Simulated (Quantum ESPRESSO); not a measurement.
Input of a Quantum ESPRESSO 7.5 run:

The input pw.in:

```
&CONTROL
  calculation = 'scf'
  prefix = 'pwscf'
  outdir = './tmp'
  pseudo_dir = './pseudo'
  tprnfor = .true.
  tstress = .true.
  disk_io = 'low'
/
&SYSTEM
  ibrav = 0
  celldm(1) = 8
  nat = 4
  ntyp = 2
  ecutwfc = 45
  ecutrho = 360
  nbnd = 26
  occupations = 'smearing'
  smearing = 'fd'
  degauss = 0.00367493
/
&ELECTRONS
  conv_thr = 8d-10
  electron_maxstep = 120
  mixing_beta = 0.5
/
ATOMIC_SPECIES
Se    78.9710 se_pbesol_v1.uspp.F.UPF
Ti    47.8670 ti_pbesol_v1.4.uspp.F.UPF
CELL_PARAMETERS alat
  0.9869937976141   0.0000000000000   0.0000000000000
  0.0000000000000   0.9869937976141   0.0000000000000
  0.0000000000000   0.0000000000000   1.4136150604889
ATOMIC_POSITIONS crystal
Se     0.0000000000    0.5000000000    0.7605560000
Se     0.5000000000    0.0000000000    0.2394440000
Ti     0.0000000000    0.0000000000    0.0000000000
Ti     0.5000000000    0.5000000000    0.0000000000
K_POINTS automatic
7 7 5 0 0 0
```

Contents of pp_density.in:

```
&INPUTPP
  prefix = 'pwscf'
  outdir = './tmp'
  filplot = 'density.dat'
  plot_num = 0
/
&PLOT
  nfile = 1
  filepp(1) = 'density.dat'
  iflag = 3
  output_format = 6
  fileout = 'density.cube'
/
```

pp_potential.in

```
&INPUTPP
  prefix = 'pwscf'
  outdir = './tmp'
  filplot = 'potential.dat'
  plot_num = 11
/
&PLOT
  nfile = 1
  filepp(1) = 'potential.dat'
  iflag = 3
  output_format = 6
  fileout = 'potential.cube'
/
```

Potentials or basis: GBRV 1.5 PBEsol.

Command:

```sh
$ OMP_NUM_THREADS=1 mpirun -n 2 pw.x -nk 2 -in pw.in > pw.out
$ OMP_NUM_THREADS=1 mpirun -n 1 pp.x -in pp_density.in > pp_density.out
$ OMP_NUM_THREADS=1 mpirun -n 1 pp.x -in pp_potential.in > pp_potential.out
```

Task: Estimate the largest force.

Result: 0.341 eV/Å.

Task: Estimate the pressure.

Result: -2.9 GPa.

Stress tensor (GPa, compression positive):
```
-3.14  0.00  0.00
 0.00 -3.14  0.00
 0.00  0.00 -2.28
```

Caveat: this functional lacks dispersion, which binds the layers, so the pressure and a relaxed spacing across them are unreliable.
